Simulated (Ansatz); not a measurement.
CsCl (CsCl type, Pm-3m), PBE in the plane-wave PAW code Ansatz: ε∞ = 2.74, cell volume 74.41 Å³. Infrared-active transverse modes:

```csv
ω_TO (cm⁻¹),oscillator strength S_xx (e²/amu)
73.9,0.06237
```

Task: Compute the static dielectric constant.

Result: Each mode adds (4.921e7/V) S/ω²: 7.55. So ε0 = 10.3.

Task: What LO frequency does the Lyddane–Sachs–Teller relation give?

Result: ω_LO = ω_TO √(ε0/ε∞) = 143 cm⁻¹.

Symmetry was held in the PBE relaxation; phonons on a q-mesh show no instability. Spin–orbit coupling is left out wherever it is not named.

Potentials: the later of the program's two PAW sets.
